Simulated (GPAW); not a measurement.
Runs of GPAW 26.7.0 on Fe. Symmetry: P6_3/mmc, No. 194, hexagonal system. The conventional cell has a = 2.434 Å, b = 2.434 Å, c = 3.842 Å, α = 90.00°, β = 90.00°, γ = 120.00°. Fe (site symmetry -6m2) is surrounded by 12 Fe at 2.38 to 2.43 Å. This isn't the form of Fe at room conditions, which is bcc.

```tsv
task	level	potentials or basis	cell	k mesh	cutoff (eV)	maxiter	optimizer	fmax	max steps	band path	mesh quality	gap on the mesh (eV)	pressure (GPa)	moment (μB)	V0 of scaled cells (Å³/atom)	relaxed volume (Å³/atom)	B0 (GPa)
relaxation of cell and atoms	rSCAN+D4	GPAW PAW data sets (gpaw-data 1.2.1), pw	relaxed	9 × 9 × 5	600	150	LBFGS	0.02 eV/Å	60	-	not flagged	none	0.0	5.58	-	12.17	-
relaxation of cell and atoms	r2SCAN+D3(BJ)	GPAW PAW data sets (gpaw-data 1.2.1), pw	relaxed	9 × 9 × 5	600	150	LBFGS	0.05 eV/Å	100	-	not flagged	none	0.0	(b)	-	12.29	-
equation of state	PBEsol	PAW data sets generated in the run's folder for this functional, pw	as given	10 × 10 × 6	600	150	-	-	-	-	not flagged	-	-	-	9.96	-	319
relaxation of cell and atoms	r2SCAN	GPAW PAW data sets (gpaw-data 1.2.1), pw	relaxed	9 × 9 × 5	600	150	FIRE	0.05 eV/Å	100	-	not flagged	none	0.0	5.81	-	12.51	-
band structure	SCAN	GPAW PAW data sets (gpaw-data 1.2.1), pw	as given	9 × 9 × 5	600	150	-	-	-	GMKGALHA,LM,KH	not flagged	-	53.4	5.00	-	-	-
equation of state	PBEsol	PAW data sets generated in the run's folder for this functional, pw	as given	12 × 12 × 7	600	150	-	-	-	-	not flagged	-	-	-	(c)	-	319
single point	HSE06	GPAW PAW data sets (gpaw-data 1.2.1), pw	as given	4 × 4 × 3	450	60	-	-	-	-	coarse	none	-	5.00	-	-	-
equation of state	LDA	PAW data sets generated in the run's folder for this functional, pw	as given	9 × 9 × 5	600	150	-	-	-	-	not flagged	-	-	-	(a)	-	352
```

Alike in all rows: spin collinear, ferromagnetic start; smearing fermi-dirac 0.05 eV.

Problem. Estimate the missing entries.

Solution. (a) 9.61; (b) 5.70; (c) 9.95.

Caveats: some runs use coarse meshes; the PAW data sets were made with another functional, which shifts forces and pressure a little (some runs); each step starts from the last one's moments, so a moment once lost doesn't come back (some runs); later steps reuse the first step's grids (some runs); the volume moved by over 15 % at a fixed basis, so the end points are rough (some runs); the cell was scaled at fixed shape and fractional positions, which overstates the stiffness of a crystal with free parameters, most of all of layers and chains (some runs); pairwise dispersion overbinds metals, which lowers pressure and volume (some runs); a pressure of tens of GPa on the cell as given is suspect, and the run, the potentials or the cell itself is likely at fault (some runs).

A k mesh can miss the band edges.

A gap of «none» marks a metal or a gap under the smearing width.

Not every run made on this cell is shown here.
